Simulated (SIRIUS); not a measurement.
The system is GaN.

```
CELL_PARAMETERS angstrom
3.18000 0.00000 0.00000
-1.59000 2.75396 0.00000
0.00000 0.00000 5.16600
ATOMIC_POSITIONS crystal
Ga 0.66667 0.33333 0.50000
Ga 0.33333 0.66667 0.00000
N 0.66667 0.33333 0.87500
N 0.33333 0.66667 0.37500
```

Base run:

```yaml
Program: SIRIUS 7.12.0
Functional: PBEsol
Potentials_or_basis: PseudoDojo 0.4.1 PBEsol standard (scalar relativistic)
Cutoff: 1152 eV
Density_cutoff: 4606 eV
k_mesh: 10 × 10 × 5
Occupations: fermi-dirac, width 0.05 eV
Spin: no spin polarisation
```

Its results: band gap on the k mesh 1.95 eV; pressure 1.2 GPa; largest force 0.133 eV/Å.

Question: The run is repeated on the same cell with these changes: potentials or basis from PseudoDojo 0.4.1 PBEsol standard (scalar relativistic) to PseudoDojo 0.4.1 PBE standard (scalar relativistic); k mesh from 10 × 10 × 5 to 5 × 5 × 3. What comes out?

Answer: Band gap on the k mesh 1.89 eV, direct; pressure 1.7 GPa; largest force 0.131 eV/Å.

Caveats: some runs use coarse meshes; an odd mesh through Γ misses points on the zone boundary, where band edges often lie; the potentials were made for another functional, which shifts forces and pressure (some runs).

Not every run made on this cell is shown here.
